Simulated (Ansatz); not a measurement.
# BN: a trial structure relaxed, part 2 of 2

Aim: relax a trial structure of BN and see where it ends.

Ansatz 0.2.0; DFT PBE, scalar-relativistic, plane waves, PAW. Earlier steps stand in the parts before.

### Step 4. Relaxation on the finer mesh

The end of the coarse run is made exact in the group found at a tolerance of 0.06 Å and reduced to its primitive cell.

Contents of input.yaml:

```yaml
crystal:
  lattice:
    - [0.0, 2.4871776685, 3.8843011768]
    - [1.2205284571, 0.0, 3.8843011768]
    - [1.2205284571, 2.4871776685, 0.0]
  atoms:
    - { symbol: B, position: [0.8118022376, 0.8118022376, 0.1881977624] }
    - { symbol: B, position: [0.0618022376, 0.0618022376, 0.4381977624] }
    - { symbol: "N", position: [0.1881977624, 0.1881977624, 0.8118022376] }
    - { symbol: "N", position: [0.4381977624, 0.4381977624, 0.0618022376] }
basis:
  ecutwfc: 420
kpoints:
  mp_grid: { grid: [10, 10, 10] }
hamiltonian:
  xc: pbe
scf:
  occupations: { method: gaussian, width: 0.02 }
output:
  forces: true
  stress: true
  eigenvalues: true
  write_density: true
  write_potential: true
  elf: true
  volumetric_format: npy
relax:
  adjacent_minimum: "off"
  f_tol: 0.01
  max_steps: 80
  cell: { stress_tol: 0.05 }
```

Run with:

```sh
> ansatz run input.yaml --threads 1 --pin off --max-ram 2560MiB --backend cpu --events-out ev --progress --plain --runs-dir out
```

Log:

```text
Warning: RAYON_NUM_THREADS=1 ignored (pool sized by the plan → 1); use --threads N
Engine: ansatz 0.2.0, aarch64-unknown-linux-gnu
Pseudopotentials: kind: paw
Pseudopotential: B, paw, valence charge 3, recommended cutoff 420 eV (normal), B.paw.azcp
Pseudopotential: N, paw, valence charge 5, recommended cutoff 420 eV (normal), N.paw.azcp
Functional definition: PBE
  parameter kappa = 0.804
  parameter beta = 0.06672455060314922
  exchange = pbe_x(kappa = kappa, mu = beta*pi^2/3)
  correlation = pbe_c(beta = beta)
Crystal: 4 atoms, lattice volume = 23.583 Å³
Basis set: ecut = 420 eV, 461 PW (Γ), exchange–correlation on 64×60×40 points (8 copies of the dense FFT grid, shifted against one another)
Bands: 12, of which v1, the nominal top of the filled ones, is band 8 counted from 1 (7 counted from 0)
Symmetry: 4 space group operations
Space group: Fdd2 (ITA 43), of the structure as read, at distance tolerance 2.9e-5 Å
k-points: 171 of 1000 (time reversal used)
Non-local potential: B, projectors of the file, l = 0: 2, l = 1: 2, l = 2: 1
Non-local potential: N, projectors of the file, l = 0: 2, l = 1: 2, l = 2: 1
PAW form: soft (Blöchl's): semilocal exchange-correlation on the pseudo side does not see the compensation charge
PAW one-centre angular grid: B, 110 points (default); XC on 64 Gauss nodes
PAW one-centre angular grid: N, 110 points (default); XC on 64 Gauss nodes
Initial density: superposition of atomic densities (neutral atoms: chi_scale 0, normalization atom), corrected by the library's trained network
Initial wavefunctions: pseudopotential atomic-orbital guess
Functional: x = pbe(κ = 0.804, μ = 0.2195149727645171), c = pbe(β = 0.06672455060314922)
SCF iter   1: F=—  HF=-1080.933026 eV  |F-HF|=—  |Δ(HF+E_count)|=         —  Δρ=9.65e-3  dr2=8.68e-3  ethr=1.77e-3  ⟨swp⟩=5.2  Hψ=11304  notcnv=0
preconditioner: auto → none  [insulator: Δε(μ)=4.146 eV  Ē_g=15.609 eV  σ=0.020 eV  W_gap=1.00  n_scr=4 (ndim 8)  ℏωp=30.6 eV  f_vac=0.000  D(μ)=0.00/eV (n_scr^D=0)  ε∞_Penn≈4.8]
SCF iter   2: F=—  HF=-1080.932368 eV  |F-HF|=—  |Δ(HF+E_count)|=   6.58e-4  Δρ=4.17e-3  dr2=1.19e-3  ethr=5.42e-5  ⟨swp⟩=2.1  Hψ=4169  notcnv=0
SCF iter   3: F=—  HF=-1080.932672 eV  |F-HF|=—  |Δ(HF+E_count)|=   3.04e-4  Δρ=6.46e-4  dr2=2.39e-5  ethr=7.42e-6  ⟨swp⟩=3.0  Hψ=3918  notcnv=0
SCF iter   4: F=—  HF=-1080.932696 eV  |F-HF|=—  |Δ(HF+E_count)|=   2.40e-5  Δρ=7.90e-5  dr2=4.98e-7  ethr=1.49e-7  ⟨swp⟩=2.4  Hψ=3462  notcnv=0
iter 5 did not close the SCF: its close was put off for the readings that it lacked (scf_convergence_deferred on its scf_iter line)
SCF iter   5: F=-1080.932697 eV  HF=-1080.932697 eV  |F-HF|=3.61e-9  |Δ(HF+E_count)|=   5.99e-7  Δρ=6.07e-6  dr2=3.27e-9  ethr=3.11e-9  ⟨swp⟩=2.3  Hψ=3336  notcnv=0
SCF iter   6: F=-1080.932697 eV  HF=-1080.932697 eV  |F-HF|=1.36e-12  |Δ(HF+E_count)|=   4.31e-9  Δρ=6.64e-7  dr2=4.68e-11  ethr=2.05e-11  ⟨swp⟩=4.6  Hψ=10310  notcnv=0
SCF 1 converged in 6 iterations: F = -1080.932697 eV  dr2 = 4.68e-11
relax step   1: F+E_penalty+E_count = -1080.93269709 eV  Δ(F+E_penalty+E_count) = +0.000e0 eV  max|allowed force component| = 2.624e-4 eV/Å  Δτ_max = 0.0000 Å  P = +0.040 GPa  Ω = 23.583 Å³  (6 SCF iters, dr2 threshold 1.00e-7 eV, accepted)
Crystal: 4 atoms, lattice volume = 23.585 Å³
Initial density: handed on by an earlier stage of this run
Initial wavefunctions: those handed on with the density
iter 1 solved again at ethr=8.48e-10 eV; its pass at ethr=3.10e-3 eV (dr2=1.36e-7 eV) is discarded
SCF iter   1: F=—  HF=-1080.932684 eV  |F-HF|=—  |Δ(HF+E_count)|=         —  Δρ=3.02e-5  dr2=1.38e-7  ethr=8.48e-10  ⟨swp⟩=2.0  Hψ=14814  notcnv=0
preconditioner: auto → none  [insulator: Δε(μ)=4.160 eV  Ē_g=15.631 eV  σ=0.020 eV  W_gap=1.00  n_scr=4 (ndim 8)  ℏωp=30.6 eV  f_vac=0.000  D(μ)=0.00/eV (n_scr^D=0)  ε∞_Penn≈4.8]
iter 2 did not close the SCF: its close was put off for the readings that it lacked (scf_convergence_deferred on its scf_iter line)
SCF iter   2: F=-1080.932684 eV  HF=-1080.932684 eV  |F-HF|=6.08e-10  |Δ(HF+E_count)|=   9.11e-8  Δρ=1.13e-5  dr2=1.51e-8  ethr=8.48e-10  ⟨swp⟩=2.1  Hψ=3432  notcnv=0
iter 3 did not close the SCF: its close was put off for the readings that it lacked (scf_convergence_deferred on its scf_iter line)
SCF iter   3: F=-1080.932684 eV  HF=-1080.932684 eV  |F-HF|=2.55e-10  |Δ(HF+E_count)|=  9.55e-10  Δρ=2.30e-6  dr2=4.76e-10  ethr=9.43e-11  ⟨swp⟩=2.0  Hψ=3420  notcnv=0
iter 4 did not close the SCF: its close was put off for the readings that it lacked (scf_convergence_deferred on its scf_iter line)
SCF iter   4: F=-1080.932684 eV  HF=-1080.932684 eV  |F-HF|=5.00e-12  |Δ(HF+E_count)|=  2.89e-10  Δρ=2.89e-7  dr2=5.99e-12  ethr=2.97e-12  ⟨swp⟩=2.0  Hψ=3420  notcnv=0
iter 5 did not close the SCF: its close was put off for the readings that it lacked (scf_convergence_deferred on its scf_iter line)
SCF iter   5: F=-1080.932684 eV  HF=-1080.932684 eV  |F-HF|=4.55e-13  |Δ(HF+E_count)|=  5.46e-12  Δρ=1.94e-8  dr2=3.69e-14  ethr=1.00e-12  ⟨swp⟩=1.0  Hψ=2052  notcnv=0
SCF iter   6: F=-1080.932684 eV  HF=-1080.932684 eV  |F-HF|=2.27e-13  |Δ(HF+E_count)|=    0.00e0  Δρ=3.62e-9  dr2=7.37e-16  ethr=1.00e-12  ⟨swp⟩=3.0  Hψ=7134  notcnv=0
SCF 2 converged in 6 iterations: F = -1080.932684 eV  dr2 = 7.37e-16
relax step   2: F+E_penalty+E_count = -1080.93268420 eV  Δ(F+E_penalty+E_count) = +1.289e-5 eV  max|allowed force component| = 1.584e-3 eV/Å  Δτ_max = 0.0000 Å  P = +0.015 GPa  Ω = 23.585 Å³  energy of the carried Pulay correction = -1.359e-5 eV  (6 SCF iters, accepted)
Initial wavefunctions: pseudopotential atomic-orbital guess (no wavefunctions were taken with the density)
iter 1 solved again at ethr=1.72e-8 eV; its pass at ethr=3.10e-3 eV (dr2=2.76e-6 eV) is discarded
SCF iter   1: F=—  HF=-1080.932690 eV  |F-HF|=—  |Δ(HF+E_count)|=         —  Δρ=1.46e-6  dr2=5.02e-11  ethr=1.72e-8  ⟨swp⟩=3.0  Hψ=17776  notcnv=0
eigensolver tolerance schedule: the retry pair's looser diagonalisation over-reported the residual by 54898.59 of it (diagonalisation noise at 0.44 of the residual, at the tolerance the schedule requests for it); recorded, not acted on — ethr = c·dr2/N_el stays at c = 1.0e-1
SCF iter   2: F=—  HF=-1080.932690 eV  |F-HF|=—  |Δ(HF+E_count)|=   3.99e-7  Δρ=7.16e-7  dr2=1.11e-11  ethr=1.00e-12  ⟨swp⟩=3.1  Hψ=4151  notcnv=0
iter 3 did not close the SCF: its close was put off for the readings that it lacked (scf_convergence_deferred on its scf_iter line)
SCF iter   3: F=-1080.932690 eV  HF=-1080.932690 eV  |F-HF|=2.05e-12  |Δ(HF+E_count)|=  6.96e-11  Δρ=1.28e-7  dr2=6.08e-13  ethr=1.00e-12  ⟨swp⟩=1.0  Hψ=2052  notcnv=0
iter 4 did not close the SCF: its close was put off for the readings that it lacked (scf_convergence_deferred on its scf_iter line)
SCF iter   4: F=-1080.932690 eV  HF=-1080.932690 eV  |F-HF|=2.27e-13  |Δ(HF+E_count)|=  2.27e-12  Δρ=2.59e-8  dr2=5.90e-14  ethr=1.00e-12  ⟨swp⟩=1.0  Hψ=2052  notcnv=0
iter 5 did not close the SCF: its close was put off for the readings that it lacked (scf_convergence_deferred on its scf_iter line)
SCF iter   5: F=-1080.932690 eV  HF=-1080.932690 eV  |F-HF|=2.27e-13  |Δ(HF+E_count)|=  2.27e-13  Δρ=1.19e-8  dr2=1.33e-14  ethr=1.00e-12  ⟨swp⟩=1.0  Hψ=2052  notcnv=0
iter 6 did not close the SCF: its close was put off for the readings that it lacked (scf_convergence_deferred on its scf_iter line)
SCF iter   6: F=-1080.932690 eV  HF=-1080.932690 eV  |F-HF|=2.27e-13  |Δ(HF+E_count)|=  2.27e-13  Δρ=2.44e-9  dr2=5.98e-16  ethr=1.00e-12  ⟨swp⟩=1.0  Hψ=2052  notcnv=0
SCF iter   7: F=-1080.932690 eV  HF=-1080.932690 eV  |F-HF|=0.00e0  |Δ(HF+E_count)|=    0.00e0  Δρ=6.69e-10  dr2=4.03e-17  ethr=1.00e-12  ⟨swp⟩=2.0  Hψ=5621  notcnv=0
SCF 3 converged in 7 iterations: F = -1080.932690 eV  dr2 = 4.03e-17
relax step   3: F+E_penalty+E_count = -1080.93269011 eV  Δ(F+E_penalty+E_count) = -5.913e-6 eV  max|allowed force component| = 1.586e-3 eV/Å  Δτ_max = 0.0000 Å  P = +0.016 GPa  Ω = 23.585 Å³  stress off target by 3.89e-2 GPa  SCF on the basis re-selected at this cell (its energy is not comparable with the rows above)  (7 SCF iters)
basis re-selected at this cell: Δ(F+E_penalty+E_count) = -5.913e-6 eV, ΔP = +0.001 GPa vs the last step (what re-selecting the basis moved, of the pressure what is left beyond the Pulay correction that the steps carried, after the strain that the cell walked since its last selection, with what the two solves' SCF thresholds leave and, on support functions, any second-order correction that the steps lacked; it is no measure of the basis error at this ecutwfc). This SCF's stress stands 3.89e-2 GPa from its target on what of the cell is left free (relax.cell.stress_tol is 5.00e-2 GPa) and its largest allowed force component is 1.59e-3 eV/Å (relax.f_tol is 1.00e-2 eV/Å): within both
SCF converged after 7 iterations
Free energy (F): -1080.932690 eV
Harris-Foulkes:  -1080.932690 eV  (|F-HF|=0.00e0)
Internal energy: -1080.932690 eV  (E = F + TS)
E sigma→0 (E₀):  -1080.932690 eV
Fermi energy:    13.868505 eV
--- Per-component energies (eV) ---
  E_band       = 61.500688
  E_kinetic    = 365.467704
  E_local      = -322.297083  (includes V_loc(G=0)·N_el)
  E_nonlocal   = 113.454280
  E_hartree    = 89.826288
  E_xc         = -185.549063
  E_vxc        = -230.795921  (∫ρ·V_xc dr)
  E_paw        = -412.051990  (= ΣΔE_a)
  E_vpaw       = -43.981065  (= ΣTr[D̂ρ^β])
  E_aug_tail   = 0.000196  (compensation charges beyond the density's cutoff)
  E_ewald      = -729.783022
  E_smearing   = -0.000000  (= −TS)
  E_closure    = -0.000000  (closes the sum)
  Σ components = -1080.932690   (vs F -1080.932690, Δ=0.00e0)
--- Forces (eV/Å), atoms counted from 1 ---
  atom   1  B     -0.00000000    -0.00000000    -0.00158599
  atom   2  B     -0.00000000     0.00000000    -0.00158599
  atom   3  N     -0.00000000     0.00000000     0.00158600
  atom   4  N      0.00000000    -0.00000000     0.00158600
  max |Σ_I F_I| component: 1.01e-8 eV/Å
--- Stress (GPa, compression-positive) ---
        0.007009       0.000000      -0.000000
        0.000000       0.001776       0.000000
       -0.000000       0.000000       0.038931
  P = ⅓ Tr σ = 0.0159 GPa (0.159 kbar)
--- Band table (eV; the first three rows and the last of 171) ---
  k-point 0: bands = ["-8.8448", "-3.7022", "1.5864", "7.2614", "10.0675", "10.7582", "11.6851", "11.7885", "17.0954", "19.0929", "19.3266", "20.1865"]
  k-point 1: bands = ["-8.6031", "-3.5950", "1.8670", "7.0276", "9.2027", "10.0701", "11.2566", "11.5484", "17.7842", "18.9476", "19.4993", "19.8879"]
  k-point 2: bands = ["-7.8897", "-3.2720", "2.6309", "6.0677", "7.3140", "8.8526", "10.3983", "10.8792", "17.8456", "18.4139", "19.9943", "20.6968"]
  k-point 170: bands = ["-7.0796", "-7.0796", "7.0904", "7.0904", "8.7110", "8.7110", "10.6572", "10.6572", "18.8008", "18.8008", "22.1418", "22.1418"]
--- Relaxed structure (2 steps of the walk, 2 accepted, 1 SCFs on fresh bases) ---
  F+E_penalty+E_count = -1080.93269011 eV   max|allowed force component| = 1.586e-3 eV/Å   (the final SCF, on the basis selected at the relaxed cell)
  cell:  # Å, volume = 23.5851 Å³
    - [0.0, 2.4875365881892293, 3.883999687914752]
    - [1.2205603422631712, 0.0, 3.883999687914752]
    - [1.2205603422631712, 2.4875365881892293, 0.0]
  atoms:
    - { symbol: B, position: [0.811805733820175, 0.8118057338201747, 0.18819426617982515] }
    - { symbol: B, position: [0.06180573382017476, 0.06180573382017465, 0.43819426617982526] }
    - { symbol: N, position: [0.18819426617982543, 0.1881942661798252, 0.8118057338201747] }
    - { symbol: N, position: [0.4381942661798253, 0.4381942661798252, 0.061805733820174735] }
```

Wall time 18 s (1 thread of Arm Neoverse V2, shared host); peak memory 0.36 GiB.

Step by step:

```csv
step,energy from step 1 (eV/cell),largest force component (eV/Å),pressure (GPa),volume (Å³)
1,0.0000,0.0003,0.04,23.58
2,0.0000,0.0016,0.02,23.59
3,0.0000,0.0016,0.02,23.59
```

Step 1 is the start. Step 3 repeats the geometry before it on a plane-wave basis chosen anew for that cell, so its energy need not be comparable with the rows above.

Lengths and angles in the start's conventional setting:

|  | before | after | change |
| --- | --- | --- | --- |
| a (Å) | 2.441 | 2.441 | 0.0 % |
| b (Å) | 4.974 | 4.975 | 0.0 % |
| c (Å) | 7.769 | 7.768 | 0.0 % |
| volume (Å³/atom) | 5.90 | 5.90 | 0.0 % |
| shortest distance (Å) | 1.553 | 1.553 | 0.0 % |
| space group (0.01 Å) | Fdd2 | Fdd2 | same |

The run keeps the 4 symmetry operations of the start, so it could not have lowered the symmetry.

The maps below are laid out on this run's own conventional cell (a, b, c = 2.441, 4.975, 7.768 Å).

Density in a lattice plane of the grid's cell (edges 2.44 and 7.77 Å, at 0.000 of the third edge), which holds B and N.

Ten even steps from ' ' (0.13 e/Å³) to '@' (3.63 e/Å³):
```
                
--::..      ..::
@@##::      ::##
@@@@==..  ..==@@
**++--::..::--++
....::..  ..::..
      ......    
        ..      
                
                
                
    ..::--::..  
    ::##@@##::  
  ..==@@@@@@==..
..::--++**++--::
  ..::......::..
....          ..
..              
                
                
```
Columns run along the first of these edges and rows up along the second, over one cell in 8 and 20 even steps from the bottom left corner. Atoms in the plane (fractional): B at (0.00, 0.19), B at (0.50, 0.69), N at (0.00, 0.81), N at (0.50, 0.31).

ELF in the same plane.

Values, 12 rows by 6 columns:
```
0.66 0.55 0.19 0.05 0.19 0.55
0.16 0.65 0.60 0.14 0.60 0.65
0.70 0.89 0.86 0.26 0.86 0.89
0.23 0.38 0.20 0.02 0.20 0.38
0.07 0.17 0.34 0.35 0.34 0.17
0.07 0.06 0.06 0.05 0.06 0.06
0.05 0.19 0.55 0.66 0.55 0.19
0.14 0.60 0.65 0.16 0.65 0.60
0.26 0.86 0.89 0.70 0.89 0.86
0.02 0.20 0.38 0.23 0.38 0.20
0.35 0.34 0.17 0.07 0.17 0.34
0.05 0.06 0.06 0.07 0.06 0.06
```
Columns run along the first of these edges and rows up along the second, over one cell in 6 and 12 even steps from the bottom left corner. Atoms in the plane (fractional): B at (0.00, 0.19), B at (0.50, 0.69), N at (0.00, 0.81), N at (0.50, 0.31).

Both are smooth fields of the valence electrons: close to the nuclei they are not physical.

Outside the cores ELF peaks at 0.93 on the B–N line, 0.8 Å from B.

### Step 5. A run with other settings

Contents of input.yaml:

```yaml
crystal:
  lattice:
    - [0.0, 2.4875365882, 3.8839996879]
    - [1.2205603423, 0.0, 3.8839996879]
    - [1.2205603423, 2.4875365882, 0.0]
  atoms:
    - { symbol: B, position: [0.8118057338, 0.8118057338, 0.1881942662] }
    - { symbol: B, position: [0.0618057338, 0.0618057338, 0.4381942662] }
    - { symbol: "N", position: [0.1881942662, 0.1881942662, 0.8118057338] }
    - { symbol: "N", position: [0.4381942662, 0.4381942662, 0.0618057338] }
basis:
  ecutwfc: 420
kpoints:
  mp_grid: { grid: [10, 10, 10] }
hamiltonian:
  xc: pbe
scf:
  occupations: { method: gaussian, width: 0.02 }
  max_iter: 5
output:
  forces: true
  eigenvalues: true
  stress: true
```

Run with:

```sh
> ansatz run input.yaml --threads 1 --pin off --max-ram 2560MiB --backend cpu --events-out ev --progress --plain --runs-dir out
```

Log (excerpt; [...] marks lines left out):

```text
Warning: RAYON_NUM_THREADS=1 ignored (pool sized by the plan → 1); use --threads N
[...]
[... 4 set-up lines as earlier in the session ...]
[...]
Crystal: 4 atoms, lattice volume = 23.585 Å³
Basis set: ecut = 420 eV, 461 PW (Γ), exchange–correlation on 64×60×40 points (8 copies of the dense FFT grid, shifted against one another)
Bands: 12, of which v1, the nominal top of the filled ones, is band 8 counted from 1 (7 counted from 0)
[... 2 set-up lines as earlier in the session ...]
k-points: 171 of 1000 (time reversal used)
[...]
SCF iter   1: F=—  HF=-1080.933021 eV  |F-HF|=—  |Δ(HF+E_count)|=         —  Δρ=9.65e-3  dr2=8.68e-3  ethr=1.77e-3  ⟨swp⟩=5.2  Hψ=11306  notcnv=0
[...]
SCF iter   5: F=-1080.932690 eV  HF=-1080.932690 eV  |F-HF|=3.55e-9  |Δ(HF+E_count)|=   6.02e-7  Δρ=5.88e-6  dr2=3.04e-9  ethr=6.25e-10  ⟨swp⟩=5.0  Hψ=9576  notcnv=0
[...]
SCF converged after 5 iterations
Free energy (F): -1080.932690 eV
[...]
E sigma→0 (E₀):  -1080.932690 eV
Fermi energy:    13.868502 eV
[...]
--- Forces (eV/Å), atoms counted from 1 ---
  atom   1  B     -0.00000000     0.00000000    -0.00158806
  atom   2  B      0.00000000     0.00000000    -0.00158806
  atom   3  N      0.00000000     0.00000000     0.00160155
  atom   4  N      0.00000000     0.00000000     0.00160155
[...]
--- Stress (GPa, compression-positive) ---
        0.007007       0.000000       0.000000
        0.000000       0.002113       0.000000
        0.000000       0.000000       0.039057
  P = ⅓ Tr σ = 0.0161 GPa (0.161 kbar)
--- Band table (eV; the first three rows and the last of 171) ---
  k-point 0: bands = ["-8.8448", "-3.7022", "1.5864", "7.2614", "10.0675", "10.7582", "11.6851", "11.7885", "17.0954", "19.0929", "19.3265", "20.1865"]
[...]
```

It took 5.5 s on 1 thread of Arm Neoverse V2, shared host; peak memory 0.33 GiB.

### Step 6. Checking the result

This run ends as converged. Convergence says nothing about whether the input makes sense.

In the input, scf.max_iter is 5. What could go wrong: too low a cap on iterations. No harm here: the energy lies within 1 meV an atom of the sound run's.

The way back: delete scf.max_iter (the default then holds).

| run | ending | energy change | pressure (GPa) | gap (eV) | force (eV/Å) | cycles | time |
| --- | --- | --- | --- | --- | --- | --- | --- |
| step 4 | converged | 0 | 0.0 | 4.16 | 0.00 | - | 18 s |
| altered | converged | 0.0 meV/atom | 0.0 | 4.16 | 0.00 | 5 | 5.5 s |

Same state: the changed incidental keys leaves the energy within 0.5 meV/atom.

### Step 7. Results

The summary covers parts 1 to 2. Changes of volume or cell count from the first structure of part 1.

```
                                                              quantity                                                                      value
                                symmetry at the end (tolerance 0.02 Å)                                                  space group Fdd2 (No. 43)
                                                     conventional cell  a = 2.441 Å, b = 4.975 Å, c = 7.768 Å, α = 90.00°, β = 90.00°, γ = 90.00°
                                                                volume                                                               5.90 Å³/atom
energy over the elements (uncorrected; H, N, O, F and Cl as molecules)                                                              -0.27 eV/atom
                                                       gap on the mesh                                                                    4.16 eV
```

In words: The space group Fdd2 (No. 43) is kept, and the volume per atom grows by 33.6 % from the first guess. A negative formation energy is needed for stability but isn't enough; other structures and compounds were not set against it here. No finished test with a distortion of lower symmetry is shown, so the end may be a saddle point.
